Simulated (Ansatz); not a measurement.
# AlN (P6_3mc) in Ansatz: further runs

One crystal, AlN, is run at these levels: PBE+D4, RPBE; tasks: relaxation of cell and atoms.

Everything below comes from runs of Ansatz 0.2.0. Logs are shortened: lines on timing, memory, paths and dates and some standing lists are left out, and cuts for length are marked.

## 1. The crystal as given

It takes space group P6_3mc (No. 186, hexagonal). Conventional cell: a = 3.113 Å, b = 3.113 Å, c = 4.981 Å, α = 90.00°, β = 90.00°, γ = 120.00°. Al (site symmetry 3m) is surrounded by 4 N at 1.89 Å. N (site symmetry 3m) has 4 Al at 1.89 Å as nearest neighbours.

## 2. Relaxation of cell and atoms, PBE+D4

Input file input.yaml:

```yaml
crystal:
  lattice:
    - [3.113, 0.0, 0.0]
    - [-1.5565, 2.695937082, 0.0]
    - [0.0, 0.0, 4.981]
  atoms:
    - { symbol: Al, position: [0.6666666667, 0.3333333333, 0.5] }
    - { symbol: Al, position: [0.3333333333, 0.6666666667, 0.0] }
    - { symbol: "N", position: [0.6666666667, 0.3333333333, 0.88] }
    - { symbol: "N", position: [0.3333333333, 0.6666666667, 0.38] }
hamiltonian:
  xc: pbe
  pseudopotentials: { kind: paw }
  dispersion: d4
kpoints:
  mp_grid: { grid: [10, 10, 6] }
scf:
  occupations: { method: fermi_dirac, width: 0.05 }
output:
  forces: true
  stress: true
relax:
  f_tol: 0.01
  max_steps: 40
  cell: { stress_tol: 0.05 }
```

Potentials or basis: Ansatz PAW.

Started as:

```bash
ansatz run input.yaml --threads 2 --pin off --max-ram 5632MiB --backend cpu --events-out ev --progress --plain --runs-dir out
```

Output:

```text
Warning: RAYON_NUM_THREADS=2 ignored (pool sized by the plan → 2); use --threads N
Engine: ansatz 0.2.0, x86_64-unknown-linux-gnu
Pseudopotentials: kind: paw
Pseudopotential: Al, paw, valence charge 3, recommended cutoff 420 eV (normal), Al.paw.azcp
Pseudopotential: N, paw, valence charge 5, recommended cutoff 420 eV (normal), N.paw.azcp
Functional definition: PBE
  parameter kappa = 0.804
  parameter beta = 0.06672455060314922
  exchange = pbe_x(kappa = kappa, mu = beta*pi^2/3)
  correlation = pbe_c(beta = beta)
Crystal: 4 atoms, lattice volume = 41.803 Å³
Basis set: ecut = 420 eV, 809 PW (Γ), exchange–correlation on 48×48×72 points (8 copies of the dense FFT grid, shifted against one another)
Bands: 12, of which v1, the nominal top of the filled ones, is band 8 counted from 1 (7 counted from 0)
Symmetry: 12 space group operations
Space group: P63mc (ITA 186), of the structure as read, at distance tolerance 3.5e-5 Å
k-points: 56 of 600 (time reversal used)
Non-local potential: Al, projectors of the file, l = 0: 2, l = 1: 2, l = 2: 1
Non-local potential: N, projectors of the file, l = 0: 2, l = 1: 2, l = 2: 1
PAW form: soft (Blöchl's): semilocal exchange-correlation on the pseudo side does not see the compensation charge
PAW one-centre angular grid: Al, 110 points (default); XC on 64 Gauss nodes
PAW one-centre angular grid: N, 110 points (default); XC on 64 Gauss nodes
Initial density: superposition of atomic densities (neutral atoms: chi_scale 0, normalization atom), corrected by the library's trained network
Initial wavefunctions: pseudopotential atomic-orbital guess
Functional: x = pbe(κ = 0.804, μ = 0.2195149727645171), c = pbe(β = 0.06672455060314922)
SCF iter   1: F=—  HF=-1849.723542 eV  |F-HF|=—  |Δ(HF+E_count)|=         —  Δρ=8.37e-4  dr2=1.47e-4  ethr=1.77e-3  ⟨swp⟩=5.5  Hψ=4373  notcnv=0
preconditioner: auto → none  [insulator: Δε(μ)=4.209 eV  Ē_g=13.125 eV  σ=0.050 eV  W_gap=1.00  n_scr=2 (ndim 8)  ℏωp=23.0 eV  f_vac=0.000  D(μ)=0.00/eV (n_scr^D=0)  ε∞_Penn≈4.1]
SCF iter   2: F=—  HF=-1849.723821 eV  |F-HF|=—  |Δ(HF+E_count)|=   2.79e-4  Δρ=3.97e-4  dr2=1.98e-5  ethr=9.16e-7  ⟨swp⟩=2.4  Hψ=1515  notcnv=0
SCF iter   3: F=—  HF=-1849.723679 eV  |F-HF|=—  |Δ(HF+E_count)|=   1.42e-4  Δρ=7.74e-5  dr2=1.00e-6  ethr=1.24e-7  ⟨swp⟩=2.3  Hψ=1097  notcnv=0
iter 4 did not close the SCF: its close was put off for the readings that it lacked (scf_convergence_deferred on its scf_iter line)
SCF iter   4: F=-1849.723682 eV  HF=-1849.723682 eV  |F-HF|=1.20e-8  |Δ(HF+E_count)|=   3.00e-6  Δρ=8.54e-6  dr2=1.31e-8  ethr=6.26e-9  ⟨swp⟩=2.0  Hψ=1111  notcnv=0
iter 5 did not close the SCF: its close was put off for the readings that it lacked (scf_convergence_deferred on its scf_iter line)
SCF iter   5: F=-1849.723682 eV  HF=-1849.723682 eV  |F-HF|=3.44e-10  |Δ(HF+E_count)|=   1.40e-8  Δρ=1.81e-6  dr2=5.84e-10  ethr=8.22e-11  ⟨swp⟩=2.3  Hψ=1093  notcnv=0
SCF iter   6: F=-1849.723682 eV  HF=-1849.723682 eV  |F-HF|=7.50e-12  |Δ(HF+E_count)|=  1.58e-10  Δρ=2.47e-7  dr2=9.37e-12  ethr=3.65e-12  ⟨swp⟩=1.0  Hψ=1931  notcnv=0
SCF 1 converged in 6 iterations: F = -1849.723682 eV  dr2 = 9.37e-12
relax step   1: F+E_penalty+E_count = -1849.72368224 eV  Δ(F+E_penalty+E_count) = +0.000e0 eV  max|allowed force component| = 1.281e-1 eV/Å  Δτ_max = 0.0000 Å  P = -0.960 GPa  Ω = 41.803 Å³  (6 SCF iters, dr2 threshold 1.00e-7 eV, accepted)
Crystal: 4 atoms, lattice volume = 41.702 Å³
[... 47 lines left out ...]
iter 5 did not close the SCF: its close was put off for the readings that it lacked (scf_convergence_deferred on its scf_iter line)
SCF iter   5: F=-1849.725554 eV  HF=-1849.725554 eV  |F-HF|=1.36e-12  |Δ(HF+E_count)|=  2.86e-11  Δρ=1.26e-7  dr2=1.70e-12  ethr=1.00e-12  ⟨swp⟩=1.0  Hψ=672  notcnv=0
iter 6 did not close the SCF: its close was put off for the readings that it lacked (scf_convergence_deferred on its scf_iter line)
SCF iter   6: F=-1849.725554 eV  HF=-1849.725554 eV  |F-HF|=4.55e-13  |Δ(HF+E_count)|=  1.82e-12  Δρ=1.07e-8  dr2=2.52e-14  ethr=1.00e-12  ⟨swp⟩=1.0  Hψ=672  notcnv=0
iter 7 did not close the SCF: its close was put off for the readings that it lacked (scf_convergence_deferred on its scf_iter line)
SCF iter   7: F=-1849.725554 eV  HF=-1849.725554 eV  |F-HF|=9.09e-13  |Δ(HF+E_count)|=    0.00e0  Δρ=4.92e-9  dr2=2.77e-15  ethr=1.00e-12  ⟨swp⟩=1.0  Hψ=672  notcnv=0
SCF iter   8: F=-1849.725554 eV  HF=-1849.725554 eV  |F-HF|=6.82e-13  |Δ(HF+E_count)|=    0.00e0  Δρ=1.27e-9  dr2=1.78e-16  ethr=1.00e-12  ⟨swp⟩=1.0  Hψ=1568  notcnv=0
SCF 5 converged in 8 iterations: F = -1849.725554 eV  dr2 = 1.78e-16
relax step   5: F+E_penalty+E_count = -1849.72555400 eV  Δ(F+E_penalty+E_count) = +6.727e-4 eV  max|allowed force component| = 2.582e-4 eV/Å  Δτ_max = 0.0000 Å  P = -0.023 GPa  Ω = 41.600 Å³  stress off target by 3.37e-2 GPa  SCF on the basis re-selected at this cell (its energy is not comparable with the rows above)  (8 SCF iters)
basis re-selected at this cell: Δ(F+E_penalty+E_count) = +6.727e-4 eV, ΔP = -0.027 GPa vs the last step (what re-selecting the basis moved, of the pressure what is left beyond the Pulay correction that the steps carried, after the strain that the cell walked since its last selection, with what the two solves' SCF thresholds leave and, on support functions, any second-order correction that the steps lacked; it is no measure of the basis error at this ecutwfc). This SCF's stress stands 3.37e-2 GPa from its target on what of the cell is left free (relax.cell.stress_tol is 5.00e-2 GPa) and its largest allowed force component is 2.58e-4 eV/Å (relax.f_tol is 1.00e-2 eV/Å): within both
SCF converged after 8 iterations
Free energy (F): -1849.725554 eV
Harris-Foulkes:  -1849.725554 eV  (|F-HF|=6.82e-13)
Internal energy: -1849.725554 eV  (E = F + TS)
E sigma→0 (E₀):  -1849.725554 eV
Fermi energy:    9.344484 eV
--- Per-component energies (eV) ---
  E_band       = 31.047359
  E_kinetic    = 319.382259
  E_local      = -447.357492  (includes V_loc(G=0)·N_el)
  E_nonlocal   = 110.928861
  E_hartree    = 155.422987
  E_xc         = -203.851316
  E_vxc        = -216.157647  (∫ρ·V_xc dr)
  E_paw        = -1190.386738  (= ΣΔE_a)
  E_vpaw       = -46.594790  (= ΣTr[D̂ρ^β])
  E_aug_tail   = 0.000194  (compensation charges beyond the density's cutoff)
  E_ewald      = -592.632464
  E_disp       = -1.231845  (pairwise vdW)
  E_smearing   = -0.000000  (= −TS)
  E_closure    = 0.000000  (closes the sum)
  Σ components = -1849.725554   (vs F -1849.725554, Δ=0.00e0)
--- Forces (eV/Å), atoms counted from 1 ---
  atom   1  Al     0.00000000     0.00000000    -0.00026652
  atom   2  Al     0.00000000    -0.00000000    -0.00026652
  atom   3  N     -0.00000000    -0.00000000     0.00024993
  atom   4  N      0.00000000     0.00000000     0.00024993
  max |Σ_I F_I| component: 3.32e-5 eV/Å
--- Stress (GPa, compression-positive) ---
       -0.033726      -0.000000      -0.000000
        0.000000      -0.033726       0.000000
       -0.000000       0.000000      -0.000601
  P = ⅓ Tr σ = -0.0227 GPa (-0.227 kbar)
--- Relaxed structure (4 steps of the walk, 4 accepted, 1 SCFs on fresh bases) ---
  F+E_penalty+E_count = -1849.72555400 eV   max|allowed force component| = 2.582e-4 eV/Å   (the final SCF, on the basis selected at the relaxed cell)
  cell:  # Å, volume = 41.5997 Å³
    - [3.10741269386598, 2.0677186426080667e-19, 3.598956222988424e-35]
    - [-1.55370634693299, 2.6910983329301756, 3.187381914451497e-35]
    - [5.758561177848387e-35, 9.21369788455742e-35, 4.97463484216659]
  atoms:
    - { symbol: Al, position: [0.6666666666666666, 0.3333333333333333, 0.4990387768140412] }
    - { symbol: Al, position: [0.3333333333333333, 0.6666666666666666, -0.0009612231859589454] }
    - { symbol: N, position: [0.6666666666666666, 0.3333333333333333, 0.880961223185959] }
    - { symbol: N, position: [0.3333333333333333, 0.6666666666666666, 0.380961223185959] }
```

Run time: 16 s. Hardware: 2 threads of Intel Xeon at 2.50GHz (Skylake/Cascade Lake), shared host; peak memory 0.37 GiB.

Results:

```yaml
Free_energy: -1849.7256 eV
Relaxed_volume: 10.40 Å³/atom
Relaxed_cell: a = 3.107 Å, b = 3.107 Å, c = 4.975 Å, α = 90.00°, β = 90.00°, γ = 120.00°
Space_group_after_relaxing_to_0.05_Å: P6_3mc (No. 186)
Energy_gained_by_relaxing: 0.5 meV/atom
Ionic_steps: 5
Pressure_after_relaxing: 0.0 GPa
Band_gap_on_the_k_mesh: 4.23 eV
```

Step by step:
```
step  energy change (eV)  largest force (eV/Å)  volume (Å³)
   1              0.0000                0.1281        41.80
   2             -0.0014                0.0948        41.70
   3             -0.0023                0.0272        41.61
   4             -0.0025                0.0003        41.60
   5             -0.0019                0.0003        41.60
```

Final structure:
```cif
data_structure
_symmetry_space_group_name_H-M 'P 1'
_symmetry_Int_Tables_number 1
_cell_length_a 3.1074
_cell_length_b 3.1074
_cell_length_c 4.9746
_cell_angle_alpha 90.000
_cell_angle_beta 90.000
_cell_angle_gamma 120.000
_cell_volume 41.60
loop_
_atom_site_label
_atom_site_type_symbol
_atom_site_fract_x
_atom_site_fract_y
_atom_site_fract_z
_atom_site_occupancy
Al1 Al 0.66667 0.33333 0.49904 1
Al2 Al 0.33333 0.66667 0.99904 1
N1 N 0.66667 0.33333 0.88096 1
N2 N 0.33333 0.66667 0.38096 1
```

Caveat: the plane-wave basis is chosen anew once the cell has moved, so the energies of steps on either side of that aren't comparable; the pressure holds a Pulay correction of +0.5 GPa for the finite cutoff.

## 3. Relaxation of cell and atoms, RPBE

Edit input.yaml of step 2 so:

```diff
@@ -11,5 +11,4 @@
 hamiltonian:
-  xc: pbe
+  xc: rpbe
   pseudopotentials: { kind: paw }
-  dispersion: d4
 kpoints:
```

Potentials or basis: Ansatz PAW.

Started as:

```bash
ansatz run input.yaml --threads 2 --pin off --max-ram 5632MiB --backend cpu --events-out ev --progress --plain --runs-dir out
```

Wall time 23 s (2 threads of Intel Xeon at 2.50GHz (Skylake/Cascade Lake), shared host); peak memory 0.37 GiB.

Results (log left out):

- Free energy: -1857.2573 eV
- Relaxed volume: 10.84 Å³/atom
- Relaxed cell: a = 3.149 Å, b = 3.149 Å, c = 5.049 Å, α = 90.00°, β = 90.00°, γ = 120.00°
- Space group after relaxing (to 0.05 Å): P6_3mc (No. 186)
- Energy gained by relaxing: 9.0 meV/atom
- Ionic steps: 8
- Pressure after relaxing: 0.0 GPa
- Band gap on the k mesh: 3.91 eV

The path:
```tsv
step	energy change (eV)	largest force (eV/Å)	volume (Å³)
1	0.0000	0.1378	41.80
2	-0.0244	0.0937	42.57
3	-0.0311	0.0333	43.29
4	-0.0311	0.0047	43.31
5	-0.0311	0.0004	43.33
6	-0.0361	0.0006	43.33
7	-0.0361	0.0007	43.37
8	-0.0362	0.0007	43.37
```

Final structure:
```
Al N
1.0
     3.14906    0.00000    0.00000
    -1.57453    2.72716    0.00000
     0.00000    0.00000    5.04950
Al N
2 2
Direct
  0.66667 0.33333 0.49925
  0.33333 0.66667 0.99925
  0.66667 0.33333 0.88075
  0.33333 0.66667 0.38075
```

Caveat: the plane-wave basis is chosen anew once the cell has moved, so the energies of steps on either side of that aren't comparable; the pressure holds a Pulay correction of +0.4 GPa for the finite cutoff; the PAW data sets come from PBE, with cores solved anew for the run's functional, which leaves a small shift of forces and pressure. A k mesh can miss the band edges.
